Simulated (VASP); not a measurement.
Runs of VASP 6.6.1 on VO2. It takes space group P4_2/mnm (No. 136, tetragonal). The conventional cell has a = 4.507 Å, b = 4.507 Å, c = 3.035 Å, α = 90.00°, β = 90.00°, γ = 90.00°. V (site symmetry mmm) has 6 O at 1.91 to 1.98 Å as nearest neighbours. Around O (site symmetry m2m) lie 3 V at 1.91 to 1.98 Å. 

```tsv
task	level	U	cell	k mesh	cutoff (eV)	k mesh for the DOS	occupations for the DOS	grid for exact exchange (PRECFOCK)	screening parameter	gap on the mesh (eV)	pressure (GPa)	moment (μB)	largest force (eV/Å)
band structure	PBE+U	V d U = 3.25 eV	P4_2/mnm, 10.28 Å³/atom	6 × 6 × 10	520	-	-	-	-	0.95	0.7	2.00	-
relaxation of cell and atoms	PBE+U	V d U = 3.25 eV	relaxed	6 × 6 × 10	600	-	-	-	-	0.95	0.0	2.00	-
density of states	PBE+U	V d U = 3.25 eV	P4_2/mnm, 10.28 Å³/atom	6 × 6 × 10	520	9 × 9 × 15	tetrahedron	-	-	-	-	2.00	-
single point	PBE+U	V d U = 3.25 eV	P4_2/mnm, 9.81 Å³/atom	6 × 6 × 10	600	-	-	-	-	(a)	14.3	2.00	(b)
band structure	HSE06	-	P4_2/mnm, 10.28 Å³/atom	4 × 4 × 6	520	-	-	Fast	0.2 1/A	1.85	-13.7	2.00	0.05
```

Alike in all rows: potentials or basis VASP PAW PBE potentials, release 64 (V_sv, O); spin collinear, ferromagnetic start; smearing gaussian 0.03 eV.

Task: Estimate the missing entries.

Result: (a) none; (b) 0.17.

Caveats: the PAW data sets were made with another functional, which shifts forces and pressure a little (some runs).

A k mesh can miss the band edges.
